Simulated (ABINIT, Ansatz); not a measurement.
# RbBr (Fm-3m): third-order response, part 2 of 2

Wanted: vibrational spectra of RbBr (Fm-3m) from linear and non-linear response.

ABINIT 10.8.3; DFT LDA, scalar-relativistic, plane waves, PseudoDojo norm-conserving pseudopotentials.

So far. Step 3 (Ground state): The cell stands at -0.87 GPa: the relaxation ran with a smoothed and higher cutoff and on another k mesh. Step 5 (Linear response at Γ): The acoustic modes at Γ come out as far as 0.2 cm⁻¹ from zero, where they should vanish, a small numerical error; the Born charges miss their sum rule by 4.2e-4 e, which is good. The relaxed cell has a = 6.668 Å (conventional setting).

The database entry behind the starting cell differs from later determinations by our own check (about 0.5 % short), so it need not match the best structure at ambient conditions.

## Step 6: Zone-centre analysis

anaddb reads the merged derivatives, imposes the acoustic sum rule and charge neutrality, and adds the LO-TO term along chosen directions.

Input file anaddb.abi:

```
ddb_filepath "gamma_DDB"
output_file "anaddb.abo"
outdata_prefix "anaddb"
asr 1
chneut 1
enunit 2
eivec 1
nph1l 1
qph1l 0.0 0.0 0.0 1.0
dieflag 1
nph2l 3
qph2l 
    1.0 0.0 0.0 0.0
    0.0 0.0 1.0 0.0
    1.0 1.0 1.0 0.0
nlflag 1
ramansr 1
alphon 1
prtmbm 1
```

Input file mrgddb.in:

```
gamma_DDB
merged
3
dfpt_gammao_DS2_DDB
dfpt_gammao_DS3_DDB
gso_DDB
```

On the command line:

```
$ mrgddb < mrgddb.in > mrgddb.log
$ OMP_NUM_THREADS=1 anaddb anaddb.abi > anaddb.log
```

anaddb.abo, the main output file:

```text
[banners, grids, parts of the stress and lines that vanish by symmetry left out]
-outvars_anaddb: echo values of input variables ----------------------

 Flags :
[...]
Dielectric Tensor and Effective Charges
[...]
Effective charge tensors after
[...]
1          1       -0.000000000       -0.000000000       -0.000000000
[...]
1          2       -0.000000000       -0.000000000       -0.000000000
[...]
1          3       -0.000000000       -0.000000000       -0.000000000
[...]
2          1       -0.000000000       -0.000000000       -0.000000000
[...]
2          2       -0.000000000       -0.000000000       -0.000000000
[...]
2          3       -0.000000000       -0.000000000       -0.000000000
[...]
Phonon wavevector (reduced coordinates) :  0.00000  0.00000  0.00000
 Phonon energies in Hartree :
[...]
Phonon energies in meV     :
-  0.000000E+00  0.000000E+00  0.000000E+00  1.226757E+01  1.226757E+01
-  1.226757E+01
 Phonon frequencies in cm-1    :
-  0.000000E+00  0.000000E+00  0.000000E+00  9.894461E+01  9.894461E+01
-  9.894461E+01
 Phonon frequencies in Thz     :
-  0.000000E+00  0.000000E+00  0.000000E+00  2.966285E+00  2.966285E+00
-  2.966285E+00
 Phonon energies in Kelvin  :
-  0.000000E+00  0.000000E+00  0.000000E+00  1.423592E+02  1.423592E+02
-  1.423592E+02
[...]
-  1  0.00000000E+00  0.00000000E+00 -1.82133226E-03
-     0.00000000E+00  0.00000000E+00  0.00000000E+00
-  2  0.00000000E+00  0.00000000E+00 -1.82133263E-03
-     0.00000000E+00  0.00000000E+00  0.00000000E+00
[...]
-  1  0.00000000E+00  1.82133226E-03  0.00000000E+00
-     0.00000000E+00  0.00000000E+00  0.00000000E+00
-  2  0.00000000E+00  1.82133263E-03  0.00000000E+00
-     0.00000000E+00  0.00000000E+00  0.00000000E+00
[...]
-  1  1.82133226E-03  0.00000000E+00  0.00000000E+00
-     0.00000000E+00  0.00000000E+00  0.00000000E+00
-  2  1.82133263E-03  0.00000000E+00  0.00000000E+00
-     0.00000000E+00  0.00000000E+00  0.00000000E+00
[...]
-  1  0.00000000E+00  0.00000000E+00 -1.76105235E-03
-     0.00000000E+00  0.00000000E+00  0.00000000E+00
-  2  0.00000000E+00  0.00000000E+00  1.88367590E-03
-     0.00000000E+00  0.00000000E+00  0.00000000E+00
[...]
-  1  0.00000000E+00 -1.76105235E-03  0.00000000E+00
-     0.00000000E+00  0.00000000E+00  0.00000000E+00
-  2  0.00000000E+00  1.88367590E-03  0.00000000E+00
-     0.00000000E+00  0.00000000E+00  0.00000000E+00
[...]
-  1  1.76105235E-03  0.00000000E+00  0.00000000E+00
-     0.00000000E+00  0.00000000E+00  0.00000000E+00
-  2 -1.88367590E-03  0.00000000E+00  0.00000000E+00
-     0.00000000E+00  0.00000000E+00  0.00000000E+00
[...]
-     1          0.000000     0.000000     0.000000     0.000000
-     2          0.000000    -0.000000    -0.000000     0.000000
-     3         -0.000000     0.000000    -0.000000     0.000000
-     4          0.000000     0.000000    -1.614147     1.614147
-     5         -0.000000    -1.614147     0.000000     1.614147
-     6          1.614147     0.000000     0.000000     1.614147
[...]
-   1     Real    0.0000E+00  0.0000E+00  0.0000E+00  0.0000E+00  0.0000E+00  0.0000E+00  0.0000E+00
[...]
-   2     Real    0.0000E+00  0.0000E+00  0.0000E+00  0.0000E+00  0.0000E+00  0.0000E+00  0.0000E+00
[...]
-   3     Real    0.0000E+00  0.0000E+00  0.0000E+00  0.0000E+00  0.0000E+00  0.0000E+00  0.0000E+00
[...]
-   4     Real    0.0000E+00  0.0000E+00  1.7325E-05  0.0000E+00  0.0000E+00  0.0000E+00  1.7325E-05
[...]
-   5     Real    0.0000E+00  1.7325E-05  0.0000E+00  0.0000E+00  0.0000E+00  0.0000E+00  1.7325E-05
[...]
-   6     Real    1.7325E-05  0.0000E+00  0.0000E+00  0.0000E+00  0.0000E+00  0.0000E+00  1.7325E-05
[...]
-         0.000000000       0.000000000       0.000000000
-         0.000000000       0.000000000       0.000000000
[...]
Phonon at Gamma, with non-analyticity in the
[...]
Phonon energies in Hartree :
[...]
Phonon energies in meV     :
-  0.000000E+00  0.000000E+00  0.000000E+00  1.226757E+01  1.226757E+01
-  1.639001E+01
 Phonon frequencies in cm-1    :
-  0.000000E+00  0.000000E+00  0.000000E+00  9.894461E+01  9.894461E+01
-  1.321943E+02
 Phonon frequencies in Thz     :
-  0.000000E+00  0.000000E+00  0.000000E+00  2.966285E+00  2.966285E+00
-  3.963086E+00
 Phonon energies in Kelvin  :
-  0.000000E+00  0.000000E+00  0.000000E+00  1.423592E+02  1.423592E+02
-  1.901981E+02
[...]
-  1  0.00000000E+00  0.00000000E+00 -1.82133226E-03
[...]
-  2  0.00000000E+00  0.00000000E+00 -1.82133263E-03
[...]
Phonon at Gamma, with non-analyticity in the
[...]
Phonon energies in Hartree :
[...]
Phonon energies in meV     :
-  0.000000E+00  0.000000E+00  0.000000E+00  1.226757E+01  1.226757E+01
-  1.639001E+01
 Phonon frequencies in cm-1    :
-  0.000000E+00  0.000000E+00  0.000000E+00  9.894461E+01  9.894461E+01
-  1.321943E+02
 Phonon frequencies in Thz     :
-  0.000000E+00  0.000000E+00  0.000000E+00  2.966285E+00  2.966285E+00
-  3.963086E+00
 Phonon energies in Kelvin  :
-  0.000000E+00  0.000000E+00  0.000000E+00  1.423592E+02  1.423592E+02
-  1.901981E+02
[...]
Phonon at Gamma, with non-analyticity in the
[...]
Phonon energies in Hartree :
[...]
Phonon energies in meV     :
-  0.000000E+00  0.000000E+00  0.000000E+00  1.226757E+01  1.226757E+01
-  1.639001E+01
 Phonon frequencies in cm-1    :
-  0.000000E+00  0.000000E+00  0.000000E+00  9.894461E+01  9.894461E+01
-  1.321943E+02
 Phonon frequencies in Thz     :
-  0.000000E+00  0.000000E+00  0.000000E+00  2.966285E+00  2.966285E+00
-  3.963086E+00
 Phonon energies in Kelvin  :
-  0.000000E+00  0.000000E+00  0.000000E+00  1.423592E+02  1.423592E+02
-  1.901981E+02
[...]
-  1  0.00000000E+00 -1.82133225E-03 -2.97941857E-07
[...]
-  2  0.00000000E+00 -1.82133258E-03 -2.97886795E-07
[...]
-  1  1.82133228E-03  0.00000000E+00  0.00000000E+00
[...]
-  2  1.82133260E-03  0.00000000E+00  0.00000000E+00
[...]
-  1  1.86462979E-04  1.14150587E-03 -1.32796885E-03
[...]
-  2 -1.99446552E-04 -1.22098988E-03  1.42043644E-03
[...]
-  1  1.42575190E-03 -8.74357627E-04 -5.51394273E-04
[...]
-  2 -1.52502820E-03  9.35239879E-04  5.89788317E-04
[...]
-         0.000000000       0.000000000       0.000000000
-         0.000000000       0.000000000       0.000000000
[...]
-         0.000000000       0.000000000       0.000000000
-         0.000000000       0.000000000       0.000000000
-         0.000000000       0.000000000       0.000000000
[...]
-         0.000000000       0.000000000       0.000000000
-         0.000000000       0.000000000       0.000000000
-         0.000000000       0.000000000       0.000000000
[...]
Direction                     Dielectric constant
[...]
0.00000   0.00000   1.00000      4.87073163
   1.00000   1.00000   1.00000      4.87073163
-
```

It took 1.6 s on 1 thread of Arm Neoverse N1, shared host.

Read from the output:

```yaml
mean_static_dielectric_constant: 4.871
highest_mode_moved_by_the_lo_to_term: 132.2 cm⁻¹
```

No LO-TO term; unit eigenvectors of the mass-weighted matrix, from anaddb's displacements. Modes at Γ, with each element's share of the kinetic energy:

| mode | frequency (cm⁻¹) | symmetry | Rb % | Br % |
| --- | --- | --- | --- | --- |
| 1 | 0.0 | acoustic | 52 | 48 |
| 2 | 0.0 | acoustic | 52 | 48 |
| 3 | 0.0 | acoustic | 52 | 48 |
| 4 | 98.9 | T1u | 48 | 52 |
| 5 | 98.9 | T1u | 48 | 52 |
| 6 | 98.9 | T1u | 48 | 52 |

Displacements in mode 4 (98.9 cm⁻¹), the largest set to 1:
```
Rb1  0.00  0.00 -0.93
Br2  0.00  0.00  1.00
```

Trace of the oscillator strength, degenerate modes summed. Lines of the infrared spectrum (strongest = 100):

| position (cm⁻¹) | lines merged | IR intensity, relative |
| --- | --- | --- |
| 99 | 3 | 100 |

Static dielectric tensor (ions relaxed, fixed cell):

```
4.87 0.00 0.00
0.00 4.87 0.00
0.00 0.00 4.87
```

The rule moves no optical mode by more than 0.1 cm⁻¹.

## Step 7: Cross-check with Ansatz

The same cell, potentials and cutoff go through another code, on another k mesh. Its k mesh is centred on Γ.

This step: DFT LDA, scalar-relativistic, plane waves, PseudoDojo norm-conserving pseudopotentials (Ansatz 0.2.0).

Input file input.yaml:

```yaml
crystal:
  lattice:
    - [0.0, 3.3337928715, 3.3337928715]
    - [3.3337928715, 0.0, 3.3337928715]
    - [3.3337928715, 3.3337928715, 0.0]
  atoms:
    - { symbol: Rb, position: [0.0, 0.0, 0.0] }
    - { symbol: Br, position: [0.5, 0.5, 0.5] }
kpoints:
  mp_grid: { grid: [6, 6, 6] }
hamiltonian:
  xc: lda
  pseudopotentials: { kind: nc, accuracy: standard }
scf:
  occupations: { method: fixed }
output:
  eigenvalues: true
basis:
  ecutwfc: 489.805
phonons:
  method: dfpt
  dielectric: true
  rigid_motions: translations
  raman: true
```

On the command line:

```
$ ansatz run input.yaml --threads 2 --pin off --max-ram 4096MiB --backend cpu --events-out ev --progress --plain --runs-dir out
```

Log:

```text
Warning: basis.ecutwfc = 489.805 eV is below the records' recommended 598.650497 eV, and the density's cutoff is lower with it unless basis.ecutrho_ratio is high enough to keep the records' density cutoff: compare with a run at a higher cutoff
Engine: ansatz 0.2.0, aarch64-unknown-linux-gnu
Pseudopotentials: kind: nc
Pseudopotential: Rb, nc, valence charge 9, recommended cutoff 571.439111 eV (normal), Rb.nc.azcp (PseudoDojo's, or run here from an input of PseudoDojo's; its table is named by hamiltonian.pseudopotentials.accuracy)
Pseudopotential: Br, nc, valence charge 7, recommended cutoff 598.650497 eV (normal), Br.nc.azcp (PseudoDojo's, or run here from an input of PseudoDojo's; its table is named by hamiltonian.pseudopotentials.accuracy)
Functional definition: SPW92
  exchange = slater_x
  correlation = pw_c
Crystal: 2 atoms, lattice volume = 74.105 Å³
Basis set: ecut = 489.805 eV, 1837 PW (Γ), exchange–correlation on 72×72×72 points (8 copies of the dense FFT grid, shifted against one another)
Bands: 12, of which v1, the nominal top of the filled ones, is band 8 counted from 1 (7 counted from 0)
Symmetry: 48 space group operations
k-points: 30 of 216 (irreducible under 8 space group operations, time reversal used)
Non-local potential: Rb, projectors of the file, l = 0: 2, l = 1: 2, l = 2: 2
Non-local potential: Br, projectors of the file, l = 0: 2, l = 1: 2, l = 2: 2
Initial density: superposition of atomic densities (chi_scale 0.1, normalization cell, long waves kept (reshape's long-wave potential 0.00 eV rms))
Initial wavefunctions: pseudopotential atomic-orbital guess
Functional: x = slater, c = lda
SCF iter   1: F=—  HF=-1171.178142 eV  |F-HF|=—  |Δ(HF+E_count)|=         —  Δρ=3.01e-2  dr2=1.30e0  ethr=3.10e-3  ⟨swp⟩=5.2  Hψ=2120  notcnv=0  defer=9
preconditioner: auto → none  [insulator: Δε(μ)=3.290 eV  Ē_g=13.269 eV  n_scr=14 (ndim 8)  ℏωp=16.1 eV  f_vac=0.000  ε∞_Penn≈2.5]
SCF iter   2: F=—  HF=-1170.609524 eV  |F-HF|=—  |Δ(HF+E_count)|=   5.69e-1  Δρ=6.96e-3  dr2=6.17e-2  ethr=3.10e-3  ⟨swp⟩=3.1  Hψ=1005  notcnv=0  defer=31
SCF iter   3: F=—  HF=-1170.595583 eV  |F-HF|=—  |Δ(HF+E_count)|=   1.39e-2  Δρ=3.01e-3  dr2=7.76e-3  ethr=3.85e-4  ⟨swp⟩=2.1  Hψ=528  notcnv=0  defer=59
SCF iter   4: F=—  HF=-1170.595356 eV  |F-HF|=—  |Δ(HF+E_count)|=   2.28e-4  Δρ=1.01e-3  dr2=1.31e-3  ethr=4.85e-5  ⟨swp⟩=2.1  Hψ=427  notcnv=0  defer=58
SCF iter   5: F=—  HF=-1170.595279 eV  |F-HF|=—  |Δ(HF+E_count)|=   7.71e-5  Δρ=1.46e-4  dr2=3.08e-5  ethr=8.19e-6  ⟨swp⟩=3.1  Hψ=629  notcnv=0  defer=60
SCF iter   6: F=—  HF=-1170.595284 eV  |F-HF|=—  |Δ(HF+E_count)|=   5.70e-6  Δρ=2.59e-5  dr2=6.24e-7  ethr=1.93e-7  ⟨swp⟩=2.2  Hψ=610  notcnv=0  defer=56
SCF iter   7: F=—  HF=-1170.595286 eV  |F-HF|=—  |Δ(HF+E_count)|=   2.03e-6  Δρ=2.86e-6  dr2=5.36e-9  ethr=3.90e-9  ⟨swp⟩=2.4  Hψ=585  notcnv=0  defer=25
SCF iter   8: F=-1170.595286 eV  HF=-1170.595286 eV  |F-HF|=8.64e-12  |Δ(HF+E_count)|=   1.48e-9  Δρ=2.17e-7  dr2=1.61e-11  ethr=1.00e-12  ⟨swp⟩=10.2  Hψ=3196  notcnv=0
SCF 1 converged in 8 iterations: F = -1170.595286 eV  dr2 = 1.61e-11
NSCF: frozen V_eff on 2 k-points
DFPT response loops at Γ: preconditioner auto → none (the input reference at scf.mixing.eps_inf says where Resta's filter doesn't serve); β = 0.50; Broyden in place of MSR1
── the response to a field inside a basis, on 6×6×6 k-points: an SCF that follows is theirs, and a resumed run solves both again ──
Bands: 9, of which v1, the nominal top of the filled ones, is band 8 counted from 1 (7 counted from 0)
k-points: 28 of 216 (irreducible under 12 space group operations)
Initial density: handed on by an earlier stage of this run
Initial wavefunctions: pseudopotential atomic-orbital guess (no wavefunctions were taken with the density)
Eigensolver: Dense (28 Hₖ)
SCF iter   1: F=—  HF=-1170.617304 eV  |F-HF|=—  |Δ(HF+E_count)|=         —  Δρ=7.92e-4  dr2=5.88e-5  ethr=1.00e-1
preconditioner: auto → none  [insulator: Δε(μ)=4.393 eV  Ē_g=11.677 eV  n_scr=14 (ndim 8)  ℏωp=16.1 eV  f_vac=0.047  ε∞_Penn≈2.9]
SCF iter   2: F=—  HF=-1170.617319 eV  |F-HF|=—  |Δ(HF+E_count)|=   1.51e-5  Δρ=3.83e-4  dr2=1.13e-5  ethr=3.67e-7
SCF iter   3: F=—  HF=-1170.617327 eV  |F-HF|=—  |Δ(HF+E_count)|=   7.73e-6  Δρ=4.56e-5  dr2=2.05e-7  ethr=7.08e-8
SCF iter   4: F=—  HF=-1170.617327 eV  |F-HF|=—  |Δ(HF+E_count)|=   1.05e-7  Δρ=3.12e-6  dr2=1.00e-8  ethr=1.28e-9
SCF iter   5: F=—  HF=-1170.617327 eV  |F-HF|=—  |Δ(HF+E_count)|=   3.53e-9  Δρ=8.02e-7  dr2=1.89e-10  ethr=6.27e-11
SCF iter   6: F=-1170.617327 eV  HF=-1170.617327 eV  |F-HF|=4.55e-13  |Δ(HF+E_count)|=  6.14e-11  Δρ=3.69e-8  dr2=3.82e-13  ethr=1.18e-12
SCF 1 converged in 6 iterations: F = -1170.617327 eV  dr2 = 3.82e-13
DFPT response loops at Γ: mixed as the last ones told, above
DFPT response loops at Γ: mixed as the last ones told, above
SCF converged after 8 iterations
Free energy (F): -1170.595286 eV
Harris-Foulkes:  -1170.595286 eV  (|F-HF|=8.64e-12)
Internal energy: -1170.595286 eV  (E = F + TS)
E sigma→0 (E₀):  -1170.595286 eV
Fermi energy:    1.571280 eV
--- Per-component energies (eV) ---
  E_band       = -100.791889
  E_kinetic    = 318.695866
  E_local      = -583.299518  (includes V_loc(G=0)·N_el)
  E_nonlocal   = 30.207185
  E_hartree    = 188.787868
  E_xc         = -333.109869
  E_vxc        = -243.971184  (∫ρ·V_xc dr)
  E_ewald      = -791.876818
  E_smearing   = -0.000000  (= −TS)
  E_closure    = -0.000000  (closes the sum)
  Σ components = -1170.595286   (vs F -1170.595286, Δ=0.00e0)
--- Band table (eV; the first three rows and the last of 30) ---
  k-point 0: bands = [... 4 lower, -6.7092, 1.5713, 1.5713, 1.5713, 5.7287, 8.6202, 8.6202, 8.6202]
  k-point 1: bands = [... 4 lower, -6.6921, 1.1869, 1.4474, 1.4474, 6.4545, 8.4732, 8.9799, 8.9799]
  k-point 2: bands = [... 4 lower, -6.6586, 0.6007, 1.2194, 1.2194, 7.7392, 8.7406, 9.9845, 9.9845]
  k-point 29: bands = [... 4 lower, -6.7151, 1.0639, 1.1159, 1.2820, 7.5667, 9.4447, 9.4846, 10.6210]
--- Phonons (Γ-DFPT): 2 representative perturbations + reference, on 30 of 216 k-points (Σ response iterations 5) ---
  k mesh reduced under 8 symmetry operations, with k and −k counted as one. Each operation leaves every solved perturbation unchanged. A smaller set is not considered because the run solves the response to a homogeneous field
  ASR residual: 2.864e-4 → 0.000e0 eV/Å²; symmetrization residual: 6.024e-6 eV/Å²
  ASR residual per site (eV/Å²): 5.17e-5 2.86e-4
  Γ frequencies (cm⁻¹): 0.00 0.00 0.00 98.93 98.93 98.93
  ε∞ (high-frequency dielectric tensor):
        2.730995     0.000000     0.000000
        0.000000     2.730995     0.000000
        0.000000     0.000000     2.730995
  ε⁰ (static dielectric tensor: ions relaxed, cell fixed):
        4.871995     0.000000     0.000000
        0.000000     4.871995     0.000000
        0.000000     0.000000     4.871995
  ε⁰ − ε∞ (ionic part):
        2.141000     0.000000     0.000000
        0.000000     2.141000     0.000000
        0.000000     0.000000     2.141000
  softest optical mode at Γ: 98.93 cm⁻¹; the repairs (sum rule, projections) moved no ω² at Γ by more than (1.05 cm⁻¹)²
  Born effective charges Z* (e; rows j = field, columns β = displacement):
    site 0:
         1.14162    0.00000   -0.00000
         0.00000    1.14162   -0.00000
         0.00000   -0.00000    1.14162
    site 1:
        -1.14162   -0.00000    0.00000
        -0.00000   -1.14162    0.00000
        -0.00000    0.00000   -1.14162
  Z* charge neutrality: 3.702e-4 e pre-enforcement
  solved inside a basis spanned on kpoints, on 6×6×6 k-points: ε∞ is read to err by 5.2e-3, Z* by 9.7e-3 e (field_mesh: kpoints solves on kpoints); Z* is corrected for what the basis lacks
  Raman tensors (in the event stream and the table raman_tensors.tsv): an entry may err by 2.8e-3 Å², one of the second-order susceptibility by 5.2e-20 pm/V (basis, points and sum rule); their sum over the sites missed zero by 1.468e-20 Å² ahead of its enforcement
  optical modes at Γ without the LO–TO term, one row a degenerate level:
      ω (cm⁻¹)  modes    IR ((D/Å)²/amu)  static Raman (Å⁴/amu)  depolarisation
         98.93      3             2.1843                 0.0000               —
  optical modes at Γ + LO–TO along q̂ = [1.0000, 0.0000, 0.0000]:
      ω (cm⁻¹)  modes    IR ((D/Å)²/amu)  static Raman (Å⁴/amu)  depolarisation
         98.93      2             1.4562                 0.0000               —
        132.14      1             0.7281                 0.0000               —
  optical modes at Γ + LO–TO along q̂ = [0.0000, 1.0000, 0.0000]:
      ω (cm⁻¹)  modes    IR ((D/Å)²/amu)  static Raman (Å⁴/amu)  depolarisation
         98.93      2             1.4562                 0.0000               —
        132.14      1             0.7281                 0.0000               —
  optical modes at Γ + LO–TO along q̂ = [0.0000, 0.0000, 1.0000]:
      ω (cm⁻¹)  modes    IR ((D/Å)²/amu)  static Raman (Å⁴/amu)  depolarisation
         98.93      2             1.4562                 0.0000               —
        132.14      1             0.7281                 0.0000               —
```

Elapsed: 1.9 min, on 2 threads; peak memory 0.56 GiB; 3.8 min of CPU time.

This step gave:

- gap on the k-mesh: 4.157 eV
- sum-rule residual before enforcement: 2.86e-4 eV/Å²
- miss of the charge sum rule: 3.70e-4 e
- estimated error of the dielectric tensor: 0.005245
- estimated error of the Born charges: 0.009698 e
- highest optical zone-centre mode (no LO-TO term): 98.93 cm⁻¹
- lowest optical zone-centre mode: 98.93 cm⁻¹
- mean high-frequency dielectric constant: 2.731
- mean static dielectric constant: 4.872
- highest mode moved by the LO-TO term: 132.1 cm⁻¹

Transverse modes. Lines of the infrared spectrum (strongest = 100):

| position (cm⁻¹) | label | IR intensity ((D/Å)²/amu), degenerate modes summed, relative |
| --- | --- | --- |
| 99 | T1u | 100 |

## Step 8: The two compared: ABINIT PseudoDojo and Ansatz, PseudoDojo

Numbers from this step:

| Property | Result |
| --- | --- |
| root-mean-square difference | 0.01 cm⁻¹ |
| largest difference | 0.01 cm⁻¹ |

Frequencies side by side, by row:

| q (reciprocal lattice) | mode | ABINIT PseudoDojo (cm⁻¹) | Ansatz, PseudoDojo (cm⁻¹) |
| --- | --- | --- | --- |
| 0 0 0 | 1 | 0 | 0 |
| 0 0 0 | 2 | 0 | 0 |
| 0 0 0 | 3 | 0 | 0 |
| 0 0 0 | 4 | 98.94 | 98.93 |
| 0 0 0 | 5 | 98.94 | 98.93 |
| 0 0 0 | 6 | 98.94 | 98.93 |

The two runs side by side. Further quantities:

| quantity | ABINIT PseudoDojo | Ansatz, PseudoDojo |
| --- | --- | --- |
| mean ε∞ | 2.729 | 2.731 |
| largest Born charge in size (e; the first before, the second after the charge sum rule) | 1.142 | 1.142 |
| summed IR intensity ((D/Å)²/amu) | 2.186 | 2.184 |
| summed Raman activity (Å⁴/amu) | 0 | 0 |

At the zone centre the largest difference (acoustic modes at Γ apart) is 0.01 % of the highest mode.

## Step 9: Results

```yaml
space_group_after_relaxation: Fm-3m
volume_per_atom: 37.1 Å³
highest_optical_zone_centre_mode_no_lo_to_term: 98.9 cm⁻¹
highest_mode_moved_by_the_lo_to_term: 132.2 cm⁻¹
mean_high_frequency_dielectric_constant: 2.73
largest_born_charge_in_size_third_of_the_trace: 1.14 e
mean_static_dielectric_constant: 4.87
imaginary_optical_modes_at_the_zone_centre_no_q_mesh_in_this_session: none
largest_difference_from_ansatz_pseudodojo: 0.01 cm⁻¹
```

What this shows: No mode is Raman active in this structure; the strongest infrared line lies at 99 cm⁻¹. At the LDA level the optical modes of RbBr (Fm-3m) at the zone centre (no LO-TO term) lie at 99 cm⁻¹. The base run prints -0.87 GPa, mostly the error of a finite basis; the relaxation, with a smoothed and higher cutoff, had brought the cell to rest. Along the directions run, the highest mode that the macroscopic field moves lies at 132 cm⁻¹. Lattice motion raises the mean dielectric constant from 2.729 to 4.871. The Born charge of Rb is 1.142 e against a formal charge of +1, somewhat above it. The Lyddane-Sachs-Teller relation holds: (ωLO/ωTO)² is 1.79 and ε₀/ε∞ is 1.78. ABINIT PseudoDojo and Ansatz, PseudoDojo agree to 0.01 cm⁻¹ (0.01 % of the highest mode compared) on all solved modes but the acoustic ones at Γ, without the LO-TO term. These are harmonic frequencies at zero temperature: anharmonic shifts and linewidths and thermal expansion are left out. Ansatz warns that the cutoff lies 18 % under the one recommended for these files; agreement at one cutoff is not convergence.

[Host names and launcher messages were left out of these logs when they were recorded.]

[Logs are printed without paths, hosts, clocks, repeated set-up lines and the standing remarks that a program may print on its own settings, such as how far it seeks lower states.]

[Hosts, paths, dates, database ids (printed as entryN), source tags and the programs' standing remarks are cut or masked in the printed files.]
